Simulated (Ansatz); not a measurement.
## From the elastic tensor of TiC to moduli and sound speeds

Computed with DFT PBE, scalar-relativistic, plane waves, PAW (Ansatz 0.2.0). Settings: 420 eV plane-wave cutoff, Γ-centred 22×22×22 mesh, Fermi-Dirac smearing of 0.15 eV. No spin polarisation.

Space group Fm-3m (No. 225), cubic, a = 4.333 Å. Around Ti lie 6 C at 2.17 Å; C has 6 Ti at 2.17 Å.

The cell has the rock salt type, in a space group that the Crystallography Open Database lists for this formula; it was reached from a generator's guess. In a metal, frequencies and elastic constants depend on the k mesh and the smearing, soft modes and shear constants most.

Relaxed-ion constants (GPa, on the Cartesian axes of the calculation):
```
508.7 120.8 120.8   0.0   0.0   0.0
120.8 508.7 120.8   0.0   0.0   0.0
120.8 120.8 508.7   0.0   0.0   0.0
  0.0   0.0   0.0 169.3   0.0   0.0
  0.0   0.0   0.0   0.0 169.3   0.0
  0.0   0.0   0.0   0.0   0.0 169.3
```

Density 4.888 g/cm³; 2 atoms in 20.34 Å³.

With S = C⁻¹: B_V = (C11+C22+C33+2(C12+C13+C23))/9, G_V = (C11+C22+C33−C12−C13−C23+3(C44+C55+C66))/15, 1/B_R = S11+S22+S33+2(S12+S13+S23), 15/G_R = 4(S11+S22+S33−S12−S13−S23)+3(S44+S55+S66); Hill is their mean. Then v_l = √((B+4G/3)/ρ), v_t = √(G/ρ), v_m = [(2/v_t³+1/v_l³)/3]^(−1/3) and Θ = (ħ/k_B)·v_m·(6π²n/V)^(1/3) for n atoms in the volume V; E = 9BG/(3B+G), ν = (3B−2G)/(2(3B+G)) and A^U = 5G_V/G_R + B_V/B_R − 6.

| Property | Result |
| --- | --- |
| Bulk modulus, Voigt / Reuss / Hill | 250.1 / 250.1 / 250.1 GPa |
| Shear modulus, Voigt / Reuss / Hill | 179.1 / 178.3 / 178.7 GPa |
| Young's modulus | 433 GPa |
| Poisson ratio | 0.211 |
| Pugh ratio B/G | 1.40 (under 1.75, the rule of thumb for brittle) |
| Universal anisotropy index | 0.02 |
| Longitudinal and transverse sound speeds | 9996 and 6047 m/s |
| Debye temperature from the mean sound speed | 918 K |
